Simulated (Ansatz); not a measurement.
# HfC (WC type): equation of state

The task here is to estimate one member of a computed series from the others.

Computed with Ansatz 0.2.0 (DFT r²SCAN, scalar-relativistic, plane waves, PAW, unless a step's input says otherwise).

1 further run of the same task is left out (it didn't finish). Runs told in other sessions of the task aren't counted.

## The structure to begin with

It takes space group P-6m2 (No. 187, hexagonal). Conventional cell: a = 3.228 Å, b = 3.228 Å, c = 2.899 Å, α = 90.00°, β = 90.00°, γ = 120.00°. Hf (site symmetry -6m2) has 6 C at 2.36 Å in its first shell of neighbours. Around C (site symmetry -6m2) lie 6 Hf at 2.36 Å.

As a file:

```xyz
2
Lattice="3.2283 0.0000 0.0000 -1.6142 2.7958 0.0000 0.0000 0.0000 2.8990" Properties=species:S:1:pos:R:3 pbc="T T T"
Hf    0.0000    0.0000    0.0000
C     1.6142    0.9319    1.4495
```

An earlier run at r²SCAN left this cell at 13.083 Å³/atom and -0.01 GPa (12×12×12 mesh).

Volume factors to run: 0.980, 1.020, 0.960, 1.040, 1.070.

The first run:

The input, input.yaml:

```yaml
crystal:
  lattice:
    - [3.2066807294, 0.0, 0.0]
    - [-1.6033403647, 2.7770669735, 0.0]
    - [0.0, 0.0, 2.8795499059]
  atoms:
    - { symbol: Hf, position: [0.0, 0.0, 0.0] }
    - { symbol: C, position: [0.6666666667, 0.3333333333, 0.5] }
basis:
  ecutwfc: 500
  ecutrho_ratio: 4
kpoints:
  mp_grid: { grid: [12, 12, 12] }
hamiltonian:
  xc: r2scan
scf:
  occupations: { method: gaussian, width: 0.05 }
output:
  forces: true
  stress: true
  eigenvalues: true
relax:
  f_tol: 0.01
  max_steps: 40
  cell: { stress_tol: 0.1, fix: [volume] }
```

Run with:

```
ansatz run input.yaml --threads 2 --pin off --max-ram 2662MiB --backend cpu --events-out ev --progress --plain --runs-dir out
```

Among the steps run: Volume × 0.980; Scaling the volume by 1.020; Volume × 0.960; At 1.040 of the relaxed volume; At 1.070 of the relaxed volume.

One of the session's tables, all rows but one given; the rest of the session is left out.

It belongs to the step «The fit». 

```
volume (Å³/atom)  energy (meV/atom)  pressure (GPa)
          12.560              14.64            9.24
          12.821                  ?               ?
          13.083               0.00           -0.01
          13.345               3.31           -3.99
          13.606              12.86           -7.62
          13.999              37.58          -12.43
```

**Question.** Estimate the row for volume (Å³/atom) = 12.821.

Worked estimate for «energy (meV/atom)». A straight line through the neighbours (12.560, 14.64) and (13.083, 0.00) gives 14.64 + (0.00 − 14.64) × (12.821 − 12.560) / (13.083 − 12.560) = 7.33; a parabola fitted to 3 rows on both sides gives 3.80.

As computed: energy (meV/atom): 3.55; pressure (GPa): 4.40. In «energy (meV/atom)» the line misses by +3.78 and the parabola by +0.25.
